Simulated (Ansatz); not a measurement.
K (begun as hP4 type, now dhcp) under strong compression

```xyz
4
Lattice="4.7488 0.0000 0.0000 -2.3744 4.1126 0.0000 0.0000 0.0000 15.2081" Properties=species:S:1:pos:R:3 pbc="T T T"
K     0.0000    0.0000    0.0000
K     0.0000    0.0000    7.6040
K     0.0000    2.7417    3.8020
K     2.3744    1.3709   11.4060
```

The cell comes from a relaxation on PAW files under the same functional, begun from a prototype that needn't be the stable phase.

The start type wasn't kept: the relaxed cell is dhcp.

Its volume is scaled, and at each volume shape and atoms are relaxed on PAW files; all methods then take that cell.

All numbers are PBE results (scalar-relativistic) from Ansatz 0.2.0, with a Γ-centred 6×6×4 k mesh, Fermi–Dirac smearing of 0.1 eV, no spin polarisation. Methods: LAPW: all electrons, basis error target 1 meV/atom; PAW: frozen-core files, cutoff 420 eV; crystal datasets: all electrons, by PAW datasets that the program makes for each cell; norm-conserving: pseudopotentials, cutoff 850 eV; PAW (cutoff 300 eV): frozen-core files, cutoff 300 eV.

Energies are extrapolated to zero smearing and count from the unscaled cell; pressure is positive in compression; gaps take the mesh and a band path. No temperature or zero-point motion is included.

```json
{"V/V0": "1.00", "V (Å³/atom)": "74.25", "P LAPW (GPa)": "0.01", "ΔE LAPW (eV/atom)": "0.000", "P PAW − LAPW (GPa)": "0.00", "ΔE PAW − LAPW (meV/atom)": "0.0", "space group": "P6_3/mmc", "shortest distance (Å)": "4.687"}
{"V/V0": "0.88", "V (Å³/atom)": "65.34", "P LAPW (GPa)": "0.58", "ΔE LAPW (eV/atom)": "0.014", "P PAW − LAPW (GPa)": "0.00", "ΔE PAW − LAPW (meV/atom)": "0.0", "space group": "P6_3/mmc", "shortest distance (Å)": "4.492"}
{"V/V0": "0.58", "V (Å³/atom)": "43.07", "P LAPW (GPa)": "?", "ΔE LAPW (eV/atom)": "0.334", "P PAW − LAPW (GPa)": "0.00", "ΔE PAW − LAPW (meV/atom)": "0.2", "space group": "P6_3/mmc", "shortest distance (Å)": "3.909"}
{"V/V0": "0.50", "V (Å³/atom)": "37.13", "P LAPW (GPa)": "8.77", "ΔE LAPW (eV/atom)": "0.592", "P PAW − LAPW (GPa)": "0.00", "ΔE PAW − LAPW (meV/atom)": "0.2", "space group": "P6_3/mmc", "shortest distance (Å)": "3.720"}
{"V/V0": "0.43", "V (Å³/atom)": "31.93", "P LAPW (GPa)": "13.51", "ΔE LAPW (eV/atom)": "0.953", "P PAW − LAPW (GPa)": "0.00", "ΔE PAW − LAPW (meV/atom)": "0.3", "space group": "P6_3/mmc", "shortest distance (Å)": "3.538"}
```

Question: Give the missing entry: row "0.58", column "P LAPW (GPa)".

Answer: 5.30.

Question: Fit the Vinet equation to the LAPW pressures over the whole range, with residuals weighted by 1/(|P| + 0.03·Pmax).

Answer: V0 = 74.37 Å³/atom, B0 = 3.48 GPa and B0′ = 4.00, and the fit misses no point by more than 0.1 GPa. A fit over so wide a range pins B0 less well than one near rest.

Question: At the smallest volume, how far do crystal datasets and norm-conserving and PAW (cutoff 300 eV) lie from LAPW in pressure?

Answer: crystal datasets: 0.00 GPa; norm-conserving: 0.00 GPa; PAW (cutoff 300 eV): +0.09 GPa, on a LAPW pressure of 13.51 GPa.
